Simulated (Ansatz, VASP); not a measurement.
# One calculation of Mo, two programs

Contents of INCAR:

```
SYSTEM = Mo
PREC = Accurate ; ENCUT = 520
EDIFF = 1E-6 ; ISMEAR = 0
SIGMA = 0.15 ; LREAL = .False.
LASPH = .True. ; NELM = 80
ALGO = Fast ; ISIF = 2
LWAVE = .False. ; LCHARG = .False.
GGA = PS ; NBANDS = 13
```

KPOINTS

```
regular mesh
0
Gamma
  24 24 24
  0 0 0
```

POSCAR

```
Mo
1.0
    2.6737770390      0.0000000000      0.0000000000
   -1.3368885195      2.3155588398      0.0000000000
    0.0000000000      0.0000000000      2.4920710754
Mo
1
Direct
    0.0000000000      0.0000000000      0.5000000000
```

Input for Ansatz:

```yaml
crystal:
  lattice:
    - [2.673777039, 0.0, 0.0]
    - [-1.3368885195, 2.3155588398, 0.0]
    - [0.0, 0.0, 2.4920710754]
  atoms:
    - { symbol: Mo, position: [0.0, 0.0, 0.5] }
basis:
  ecutwfc: 420
kpoints:
  mp_grid: { grid: [24, 24, 24] }
hamiltonian:
  xc: pbesol
scf:
  occupations: { method: gaussian, width: 0.15 }
output:
  forces: true
  stress: true
  eigenvalues: true
```

Change from the starting cell: strain -0.025 along x and y, +0.000 along z, atoms carried along.

Alike in both runs: task single point; functional PBEsol; k mesh 24 × 24 × 24; occupations gaussian, width 0.15 eV; no spin polarisation.

|  | VASP | Ansatz |
| --- | --- | --- |
| version | VASP 6.6.1 | Ansatz 0.2.0 |
| potentials or method | VASP PAW PBE potentials, release 64 (Mo_sv) | scalar-relativistic, plane waves, PAW |
| plane-wave cutoff (eV) | 520 | 420 |
| valence electrons in the cell | 14 | 14 |

VASP gave:

| Item | Value |
| --- | --- |
| gap on the k mesh at the Fermi level (eV) | none |
| pressure (GPa) | 13.6 |
| largest component of the traceless stress (GPa) | 7.36 |

Task: What did Ansatz give for the same quantities?

Result: gap on the k mesh at the Fermi level (eV): none; pressure (GPa): 12.9; largest component of the traceless stress (GPa): 7.54.

A gap of «none» marks a metal or a gap that the smearing closes.

Caveats: the PAW data sets were made with another functional, which shifts forces and pressure a little (VASP).
